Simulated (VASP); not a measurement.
# NbAs (P6_3mc) in VASP: notebook

Runs on NbAs. Level: PBE. Tasks: single point, relaxation of cell and atoms.

Program: VASP 6.6.1. These are calculated values, not measurements. Logs are shortened: lines on timing, memory, paths and dates and some standing lists are left out, and cuts for length are marked.

## 1. Starting point

The structure is hexagonal, space group P6_3mc (No. 186). The conventional cell has a = 3.409 Å, b = 3.409 Å, c = 8.336 Å, α = 90.00°, β = 90.00°, γ = 120.00°. Nb (site symmetry 3m) is surrounded by 4 As at 2.53 to 2.56 Å. As (site symmetry 3m) has 4 Nb at 2.53 to 2.56 Å as nearest neighbours.

The cell was built by a generator and needn't be a form met in nature.

## 2. Single point, PBE

File INCAR:

```
PREC = Accurate
ENCUT = 520
EDIFF = 1E-7
ISMEAR = 0
SIGMA = 0.1
LREAL = False
LASPH = True
NELM = 100
ALGO = Fast
ISIF = 2
LWAVE = False
LCHARG = False
GGA = PE
NBANDS = 26
```

File KPOINTS:

```
Automatic mesh
0
Gamma
  15 15 6
```

File POSCAR:

```
NbAs
1.0
    3.4089174191      0.0000000000      0.0000000000
   -1.7044587096      2.9522090844      0.0000000000
    0.0000000000      0.0000000000      8.3363286445
Nb As
2 2
Direct
    0.3333333333      0.6666666667      0.3381723564
    0.6666666667      0.3333333333      0.8381723564
    0.3333333333      0.6666666667      0.0349625736
    0.6666666667      0.3333333333      0.5349625736
```

Potentials or basis: VASP PAW PBE potentials, release 64 (Nb_sv, As).

Launch:

```sh
cat potpaw_PBE.64/Nb_sv/POTCAR potpaw_PBE.64/As/POTCAR > POTCAR
mpirun -np 1 vasp_std > vasp.out
```

OUTCAR:

```text
PREC = Accurate
   ENCUT = 520
   EDIFF = 1E-7
   ISMEAR = 0
   LREAL = False
   LASPH = True
   NELM = 100
   ISIF = 2
   GGA = PE

 ion  position               nearest neighbor table
   1  0.333  0.667  0.338-   3 2.53   4 2.56   4 2.56   4 2.56
   2  0.667  0.333  0.838-   4 2.53   3 2.56   3 2.56   3 2.56
   3  0.333  0.667  0.035-   1 2.53   2 2.56   2 2.56   2 2.56
   4  0.667  0.333  0.535-   2 2.53   1 2.56   1 2.56   1 2.56

  LATTYP: Found a hexagonal cell.
 ALAT       =     3.4089174191
 C/A-ratio  =     2.4454475188

  Lattice vectors:

 A1 = (   3.4089174191,   0.0000000000,   0.0000000000)
 A2 = (  -1.7044587096,   2.9522090844,   0.0000000000)
 A3 = (   0.0000000000,   0.0000000000,   8.3363286445)

Analysis of symmetry for initial positions (statically):
=====================================================================
 Subroutine PRICEL returns:
 Original cell was already a primitive cell.

 Routine SETGRP: Setting up the symmetry group for a
 hexagonal supercell.

 Subroutine GETGRP returns: Found 12 space group operations
 (whereof  6 operations were pure point group operations)
 out of a pool of 24 trial point group operations.

The static configuration has the point symmetry C_3v.
 The point group associated with its full space group is C_6v.

Analysis of symmetry for dynamics (positions and initial velocities):
=====================================================================
 Subroutine PRICEL returns:
 Original cell was already a primitive cell.

 Routine SETGRP: Setting up the symmetry group for a
 hexagonal supercell.

 Subroutine GETGRP returns: Found 12 space group operations
 (whereof  6 operations were pure point group operations)
 out of a pool of 24 trial point group operations.

The dynamic configuration has the point symmetry C_3v.
 The point group associated with its full space group is C_6v.

 Subroutine INISYM returns: Found 12 space group operations
 (whereof  6 operations are pure point group operations),
 and found     1 'primitive' translations

----------------------------------------------------------------------------------------

                                     Primitive cell

  volume of cell :      83.8955

  direct lattice vectors                    reciprocal lattice vectors
     3.408917419  0.000000000  0.000000000     0.293348262  0.169364698  0.000000000
    -1.704458710  2.952209084  0.000000000     0.000000000  0.338729396  0.000000000
     0.000000000  0.000000000  8.336328644     0.000000000  0.000000000  0.119956883

  length of vectors
     3.408917419  3.408917419  8.336328644     0.338729396  0.338729396  0.119956883

  position of ions in fractional coordinates (direct lattice)
     0.333333333  0.666666667  0.338172356
     0.666666667  0.333333333  0.838172356
     0.333333333  0.666666667  0.034962574
     0.666666667  0.333333333  0.534962574

  ion indices of the primitive-cell ions
   primitive index   ion index
                 1           1
                 2           2
                 3           3
                 4           4

----------------------------------------------------------------------------------------

 KPOINTS: Automatic mesh

Automatic generation of k-mesh.
 Grid dimensions read from file:
 generate k-points for:   15   15    6

 Generating k-lattice:

  Cartesian coordinates                     Fractional coordinates (reciprocal lattice)
     0.019556551  0.011290980  0.000000000     0.066666667  0.000000000  0.000000000
     0.000000000  0.022581960  0.000000000     0.000000000  0.066666667  0.000000000
     0.000000000  0.000000000  0.019992814     0.000000000  0.000000000  0.166666667

  Length of vectors
     0.022581960  0.022581960  0.019992814

  Shift w.r.t. Gamma in fractional coordinates (k-lattice)
     0.000000000  0.000000000  0.000000000

 Subroutine IBZKPT returns following result:
 ===========================================

 Found    108 irreducible k-points:

 Following reciprocal coordinates:
            Coordinates               Weight
  0.000000  0.000000  0.000000      1.000000
  0.066667  0.000000  0.000000      6.000000
  0.133333  0.000000  0.000000      6.000000
  0.200000  0.000000  0.000000      6.000000
  0.266667  0.000000  0.000000      6.000000
  0.333333  0.000000  0.000000      6.000000
[... 16 lines left out ...]
  0.333333  0.200000  0.000000     12.000000
  0.400000  0.200000  0.000000      6.000000
 [... further k-points ...]
   k-points           NKPTS =    108   k-points in BZ     NKDIM =    108   number of bands    NBANDS=     26
   number of dos      NEDOS =    301   number of ions     NIONS =      4
   total plane-waves  NPLWV =  50176
   dimension x,y,z NGX =    28 NGY =   28 NGZ =   64
   dimension x,y,z NGXF=    56 NGYF=   56 NGZF=  128
   ions per type =               2   2
   NGX,Y,Z   is equivalent  to a cutoff of  13.66, 13.66, 12.76 a.u.
   NGXF,Y,Z  is equivalent  to a cutoff of  27.31, 27.31, 25.53 a.u.
 SYSTEM =  unknown system
   PREC   = accura    normal or accurate (medium, high low for compatibility)
   ISTART =      0    job   : 0-new  1-cont  2-samecut
   ICHARG =      2    charge: 1-file 2-atom 10-const
   ISPIN  =      1    spin polarized calculation?
   LNONCOLLINEAR =      F non collinear calculations
   LSORBIT =      F    spin-orbit coupling
   LASPH  =      T    aspherical Exc in radial PAW
   ENCUT  =  520.0 eV  38.22 Ry    6.18 a.u.   6.34  6.34 15.50*2*pi/ulx,y,z
   NELM   =    100;   NELMIN=  2; NELMDL= -5     # of ELM steps
   EDIFF  = 0.1E-06   stopping-criterion for ELM
   LREAL  =      F    real-space projection
   EDIFFG = 0.1E-05   stopping-criterion for IOM
   NSW    =      0    number of steps for IOM
   IBRION =     -1    ionic relax: 0-MD 1-quasi-New 2-CG
   NFREE  =      0    steps in history (QN), initial steepest desc. (CG)
   ISIF   =      2    stress and relaxation
   ISYM   =      2    0-nonsym 1-usesym 2-fastsym
   POTIM  = 0.5000    time-step for ionic-motion
   TEBEG  =    0.0;   TEEND  =   0.0 temperature during run
   PSTRESS=    0.0 pullay stress
   NELECT =      36.0000    total number of electrons
   NUPDOWN=      -1.0000    fix difference up-down
   EMIN   =  10.00;   EMAX   =-10.00  energy-range for DOS
   EFERMI =   0.00;   METHOD = LEGACY
   ISMEAR =     0;   SIGMA  =   0.10  broadening in eV -4-tet -1-fermi 0-gaus
   EFERMI_NEDOS =   21; number of points for ismear=-14 and -15
   IALGO  =     68    algorithm
   IMIX   =      4    mixing-type and parameters
     AMIX     =   0.40;   BMIX     =  1.00
     AMIX_MAG =   1.60;   BMIX_MAG =  1.00
  volume/ion in A,a.u.               =      20.97       141.54
  Fermi-wavevector in a.u.,A,eV,Ry     =   1.234799  2.333431 20.745184  1.524728
  Thomas-Fermi vector in A             =   2.369474
   LORBIT       =      0    0 simple, 1 ext, 2 COOP (PROOUT), +10 PAW based schemes
   GGA     = PE    functional components
   LHFCALC =     F    Hartree Fock is set to
   AEXX    =    0.0000 exact exchange contribution
   IVDW    =     0    specifies the selected vdW correction
   LEPSILON=     F    determine dielectric tensor
   LRPA    =     F    only Hartree local field effects (RPA)
 non-spin polarized calculation
 RMM-DIIS sequential band-by-band and
 Gauss-broadening in eV      SIGMA  =   0.10
  energy-cutoff  :      520.00
  volume of cell :       83.90
 maximum number of plane-waves:      2277
 NGX is ok and might be reduce to    28
   NGX = 13   NGY = 13   NGZ = 31

 number of electron      36.0000001 magnetization

 Free energy of the ion-electron system (eV)
  ---------------------------------------------------
  ext. energy  EPLUGINS =         0.00000000
  ---------------------------------------------------
  free energy    TOTEN  =       -29.41309697 eV

  energy without entropy =      -29.40182159  energy(sigma->0) =      -29.40745928

 E-fermi :   7.1789     XC(G=0): -10.8232

 val. band max:        7.1616909287   @ k =   0.2000   0.2000   0.3333
 cond. band min:       7.1837698879   @ k =   0.0000   0.0000   0.0000
 fundamental gap:      0.0220789591
 Fermi energy:         7.1788538986

 k-point     1 :       0.0000    0.0000    0.0000
  band No.  band energies     occupation
      1     -47.7868      2.00000
      2     -47.7861      2.00000
      3     -23.9583      2.00000
      4     -23.9230      2.00000
      5     -23.7210      2.00000
      6     -23.7210      2.00000
[... 18 lines left out ...]
     25      12.7618      0.00000
     26      12.7762      0.00000

 k-point     2 :       0.0667    0.0000    0.0000
  band No.  band energies     occupation
      1     -47.7857      2.00000
      2     -47.7850      2.00000
      3     -23.9559      2.00000
      4     -23.9213      2.00000
      5     -23.7328      2.00000
      6     -23.7307      2.00000
[... 18 lines left out ...]
     25      12.2874      0.00000
     26      12.7979      0.00000

 k-point     3 :       0.1333    0.0000    0.0000
  band No.  band energies     occupation
      1     -47.7826      2.00000
      2     -47.7820      2.00000
      3     -23.9491      2.00000
      4     -23.9165      2.00000
      5     -23.7661      2.00000
      6     -23.7641      2.00000
[... 18 lines left out ...]
     25      11.8485      0.00000
     26      13.0127      0.00000

 k-point     4 :       0.2000    0.0000    0.0000
  band No.  band energies     occupation
      1     -47.7780      2.00000
      2     -47.7775      2.00000
      3     -23.9391      2.00000
      4     -23.9098      2.00000
      5     -23.8145      2.00000
      6     -23.8127      2.00000
[... 18 lines left out ...]
     25      11.6724      0.00000
     26      13.0219      0.00000
[... 496 lines left out ...]
      1     -47.7628      2.00000
      2     -47.7625      2.00000
      3     -23.9399      2.00000
      4     -23.9383      2.00000
      5     -23.8975      2.00000
      6     -23.8853      2.00000
[... 18 lines left out ...]
     25      11.9225      0.00000
     26      12.3366      0.00000

 k-point    23 :       0.3333    0.2000    0.0000
  band No.  band energies     occupation
      1     -47.7602      2.00000
      2     -47.7601      2.00000
      3     -23.9547      2.00000
      4     -23.9527      2.00000
      5     -23.8920      2.00000
      6     -23.8833      2.00000
[... 18 lines left out ...]
     25      11.7003      0.00000
     26      11.7966      0.00000

 k-point    24 :       0.4000    0.2000    0.0000
  band No.  band energies     occupation
      1     -47.7593      2.00000
      2     -47.7592      2.00000
      3     -23.9599      2.00000
      4     -23.9575      2.00000
      5     -23.8896      2.00000
      6     -23.8829      2.00000
[... 18 lines left out ...]
     25      11.3379      0.00000
     26      11.7443      0.00000

 [... further k-points ...]
[... 5 lines left out ...]
  --------------------------------------------------------------------------------------
  -------------------------------------------------------------------------------------
  Total       -0.0207847     -0.0207847      0.0333982      0.0000000     -0.0000000     -0.0000000
  in kB       -0.3969325     -0.3969325      0.6378165      0.0000000     -0.0000000     -0.0000000
  external PRESSURE =      -0.0520162 kB  Pullay stress =       0.0000000 kB

 VOLUME and BASIS-vectors are now :
 -----------------------------------------------------------------------------
  energy-cutoff  :      520.00
  volume of cell :       83.90
      direct lattice vectors                 reciprocal lattice vectors
     3.408917419  0.000000000  0.000000000     0.293348262  0.169364698  0.000000000
    -1.704458710  2.952209084  0.000000000     0.000000000  0.338729396  0.000000000
     0.000000000  0.000000000  8.336328644     0.000000000  0.000000000  0.119956883

 POSITION                                       TOTAL-FORCE (eV/Angst)
 -----------------------------------------------------------------------------------
     -0.00000      1.96814      2.81912         0.000000     -0.000000     -0.005856
      1.70446      0.98407      6.98728        -0.000000      0.000000     -0.005856
     -0.00000      1.96814      0.29146         0.000000     -0.000000      0.005856
      1.70446      0.98407      4.45962        -0.000000      0.000000      0.005856
 -----------------------------------------------------------------------------------
    total drift:                                0.000000      0.000000      0.004038

  FREE ENERGIE OF THE ION-ELECTRON SYSTEM (eV)
  ---------------------------------------------------
  free  energy   TOTEN  =       -29.4130969703 eV

  energy  without entropy=      -29.4018215895  energy(sigma->0) =      -29.40745928
```

It took 6.2 min on 1 thread of Intel Xeon 6975P-C (Granite Rapids), shared host; peak memory 0.36 GiB.

What came out:

```yaml
Free_energy: -29.4131 eV
Pressure: 0.0 GPa
Largest_force: 0.006 eV/Å
Band_gap_on_the_k_mesh: none (metal or under the smearing width)
```

Forces on the atoms (eV/Å):
```
Nb   0.000  0.000 -0.006
Nb   0.000  0.000 -0.006
As   0.000  0.000  0.006
As   0.000  0.000  0.006
```

Levels at points of the mesh, in eV from the Fermi level:
```tsv
k point	band 14	band 15	band 16	band 17	band 18	band 19	band 20	band 21	band 22	band 23
(0.00, 0.00, 0.00)	-1.17	-0.88	-0.81	-0.81	0.00	0.61	0.61	1.18	1.18	3.69
(0.00, 0.00, 0.50)	-1.00	-1.00	-1.00	-0.44	-0.44	0.86	0.86	0.86	0.86	4.58
```

[end of part 1 of 2]
